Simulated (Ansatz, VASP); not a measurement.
**NaI: VASP beside Ansatz**

```
Na I
1.0
     0.00000    3.36946    3.36946
     3.36946    0.00000    3.36946
     3.36946    3.36946    0.00000
Na I
1 1
Cartesian
  0.0000 0.0000 0.0000
  3.3695 3.3695 3.3695
```

Alike in both runs: task single point; functional PBE; k mesh 6 × 6 × 6; occupations gaussian, width 0.02 eV; no spin polarisation.

|  | VASP | Ansatz |
| --- | --- | --- |
| version | VASP 6.6.1 | Ansatz 0.2.0 |
| potentials or method | VASP PAW PBE potentials, release 64 (Na_pv, I) | scalar-relativistic, plane waves, PAW |
| plane-wave cutoff (eV) | 520 | 420 |
| valence electrons in the cell | 14 | 26 |

```csv
,VASP,Ansatz,Ansatz less VASP
gap on the k mesh at the Fermi level (eV),3.35,3.35,+0.003
least direct gap on the mesh (eV),3.35,3.35,+0.003
pressure (GPa),-1.1,-1.1,0.00
```

The two sets of potentials don't hold the same shells in valence.

Caveats: spin-orbit coupling is left out, which moves the levels of the heavy elements. Expect the measured gap to be larger: semilocal functionals such as PBE lack the derivative discontinuity.
